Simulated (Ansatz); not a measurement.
# Cu (P6_3/mmc) in Ansatz: notebook, part 2 of 2

Ansatz 0.2.0.

**5. Relaxation of cell and atoms, PBEsol, target pressure 30 GPa, at which the enthalpy is minimised**

Contents of input.yaml:

```yaml
crystal:
  lattice:
    - [2.5340966698, 0.0, 0.0]
    - [-1.2670483349, 2.1945920917, 0.0]
    - [0.0, 0.0, 4.112571]
  atoms:
    - { symbol: Cu, position: [0.6666666667, 0.3333333333, 0.75] }
    - { symbol: Cu, position: [0.3333333333, 0.6666666667, 0.25] }
hamiltonian:
  xc: pbesol
  pseudopotentials: { kind: paw }
kpoints:
  mp_grid: { grid: [12, 12, 7] }
scf:
  occupations: { method: fermi_dirac, width: 0.05 }
output:
  forces: true
  stress: true
  eigenvalues: true
relax:
  f_tol: 0.01
  max_steps: 40
  cell: { stress_tol: 0.05, p_target: 30.0 }
```

Potentials or basis: Ansatz PAW.

Launch:

```sh
ansatz run input.yaml --threads 2 --pin off --max-ram 5632MiB --backend cpu --events-out ev --progress --plain --runs-dir out
```

Standard output:

```text
Warning: RAYON_NUM_THREADS=2 ignored (pool sized by the plan → 2); use --threads N
Engine: ansatz 0.2.0, x86_64-unknown-linux-gnu
Pseudopotentials: kind: paw
Pseudopotential: Cu, paw, valence charge 19, recommended cutoff 420 eV (normal), Cu.paw.azcp
Functional definition: PBEsol
  exchange = pbesol_x
  correlation = pbesol_c
Crystal: 2 atoms, lattice volume = 22.871 Å³
Basis set: ecut = 420 eV, 451 PW (Γ), exchange–correlation on 36×36×60 points (8 copies of the dense FFT grid, shifted against one another)
Bands: 23, of which v1, the nominal top of the filled ones, is band 19 counted from 1 (18 counted from 0)
Symmetry: 24 space group operations
Space group: P63/mmc (ITA 194), of the structure as read, at distance tolerance 2.8e-5 Å
k-points: 76 of 1008
Non-local potential: Cu, projectors of the file, l = 0: 3, l = 1: 2, l = 2: 3, l = 3: 1
PAW form: soft (Blöchl's): semilocal exchange-correlation on the pseudo side does not see the compensation charge
PAW frozen core: Cu, regenerated for the run's functional, and the local potential with it (the file was generated under x = pbe(κ = 0.804, μ = 0.2195149727645171), c = pbe(β = 0.06672455060314922))
PAW one-centre angular grid: Cu, 590 points (default); XC on 64 Gauss nodes
[... 118 lines left out ...]
  E_kinetic    = 605.530165
  E_local      = -7457.470675  (includes V_loc(G=0)·N_el)
  E_nonlocal   = 780.378992
  E_hartree    = 3304.911035
  E_xc         = -181.484710
  E_vxc        = -235.350710  (∫ρ·V_xc dr)
  E_paw        = -3248.967698  (= ΣΔE_a)
  E_vpaw       = -891.807259  (= ΣTr[D̂ρ^β])
  E_aug_tail   = 0.000732  (compensation charges beyond the density's cutoff)
  E_ewald      = -6980.590199
  E_core_change = 0.412404  (= ΣΔE_core)
  E_smearing   = -0.007463  (= −TS)
  E_closure    = -0.000000  (closes the sum)
  Σ components = -13177.287417   (vs F -13177.287417, Δ=0.00e0)
--- Forces (eV/Å), atoms counted from 1 ---
  atom   1  Cu    -0.00000000    -0.00000000    -0.00000000
  atom   2  Cu     0.00000000     0.00000000     0.00000000
  max |Σ_I F_I| component: 4.63e-18 eV/Å
--- Stress (GPa, compression-positive) ---
       29.999946      -0.000000      -0.000000
        0.000000      29.999946       0.000000
       -0.000000       0.000000      30.000446
  P = ⅓ Tr σ = 30.0001 GPa (300.001 kbar)
--- Band table (eV; the first three rows and the last of 76) ---
  k-point 0: bands = ["-92.0998", "-92.0683", "-49.7160", "-49.5381", "-49.5381", "-49.5073", "-49.5073", "-49.5048", "9.7657", "14.4269", "17.0164", "17.0863", "17.0863", "17.3677", "17.3677", "17.7400", "17.7400", "18.7291", "18.7291", "19.0045", "25.3209", "43.3039", "44.8592"]
  k-point 1: bands = ["-92.0983", "-92.0699", "-49.7056", "-49.5366", "-49.5366", "-49.5153", "-49.5088", "-49.5088", "9.9768", "14.3088", "16.9675", "17.0440", "17.0440", "17.3198", "17.3198", "17.8469", "17.8469", "18.2555", "18.7164", "18.7164", "26.5792", "43.2529", "44.2931"]
  k-point 2: bands = ["-92.0939", "-92.0742", "-49.6766", "-49.5449", "-49.5323", "-49.5323", "-49.5131", "-49.5131", "10.5956", "13.7927", "16.8416", "16.9920", "16.9920", "17.1712", "17.2047", "17.2047", "18.0793", "18.0793", "18.6601", "18.6601", "29.3397", "40.3313", "43.5050"]
  k-point 75: bands = ["-92.0607", "-92.0607", "-49.6739", "-49.6739", "-49.6409", "-49.6272", "-49.5484", "-49.5484", "15.8452", "15.8452", "15.8696", "15.9803", "16.6445", "16.6445", "17.6573", "17.8496", "18.7578", "18.7578", "25.0354", "25.0354", "26.0849", "27.4702", "28.9336"]
--- Relaxed structure (6 steps of the walk, 6 accepted, 2 SCFs on fresh bases) ---
  F+E_penalty+E_count = -13177.28741725 eV   max|allowed force component| = 9.252e-18 eV/Å   (the final SCF, on the basis selected at the relaxed cell)
  cell:  # Å, volume = 19.8974 Å³
    - [2.41510262516217, 2.292480242763858e-34, 0.0]
    - [-1.207551312581085, 2.091540226136926, -3.6199005775113556e-18]
    - [0.0, -6.783537676220458e-18, 3.9390817018445423]
  atoms:
    - { symbol: Cu, position: [0.6666666666666667, 0.3333333333333334, 0.7500000000000002] }
    - { symbol: Cu, position: [0.3333333333333334, 0.6666666666666669, 0.25000000000000006] }
```

Wall time 20 s (2 threads of AMD EPYC, shared host); peak memory 0.39 GiB.

What came out:

- Free energy: -13177.2874 eV
- Relaxed volume: 9.95 Å³/atom
- Relaxed cell: a = 2.415 Å, b = 2.415 Å, c = 3.939 Å, α = 90.00°, β = 90.00°, γ = 120.00°
- Space group after relaxing (to 0.05 Å): P6_3/mmc (No. 194)
- Energy change on relaxing (the enthalpy is what falls): +113.4 meV/atom
- Ionic steps: 8
- Pressure after relaxing: 30.0 GPa
- Band gap on the k mesh: none (metal or under the smearing width)

The path:
```tsv
step	energy change (eV)	largest force (eV/Å)	volume (Å³)
1	0.0000	0.0000	22.87
2	0.0982	0.0000	20.74
3	0.2699	0.0000	19.66
4	0.2214	0.0000	19.91
5	0.2245	0.0000	19.89
6	0.2277	0.0000	19.89
7	0.2269	0.0000	19.90
8	0.2269	0.0000	19.90
```

Final structure:
```yaml
crystal:
  lattice:
    - [2.41510, 0.00000, 0.00000]
    - [-1.20755, 2.09154, 0.00000]
    - [0.00000, 0.00000, 3.93908]
  atoms:
    - { symbol: Cu, position: [0.66667, 0.33333, 0.75000] }
    - { symbol: Cu, position: [0.33333, 0.66667, 0.25000] }
```

Caveat: the plane-wave basis is chosen anew once the cell has moved, so the energies of steps on either side of that aren't comparable; the PAW data sets come from PBE, with cores solved anew for the run's functional, which leaves a small shift of forces and pressure.

**6. Overview**

```csv
cell,target pressure (GPa),gap on the mesh (eV),pressure (GPa)
relaxed to 5 GPa,5,none,5.0
relaxed to 10 GPa,10,none,10.0
relaxed to 20 GPa,20,none,20.0
relaxed to 30 GPa,30,none,30.0
```

Alike in all rows: task relaxation of cell and atoms; level PBEsol; potentials or basis Ansatz PAW; no spin polarisation; k mesh 12 × 12 × 7; cutoff (eV) 420; smearing fermi-dirac 0.05 eV.

Caveats: the plane-wave basis is chosen anew once the cell has moved, so the energies of steps on either side of that aren't comparable; the PAW data sets come from PBE, with cores solved anew for the run's functional, which leaves a small shift of forces and pressure.

Total energies depend on the potentials used, so only differences within one code and one set of settings carry meaning.
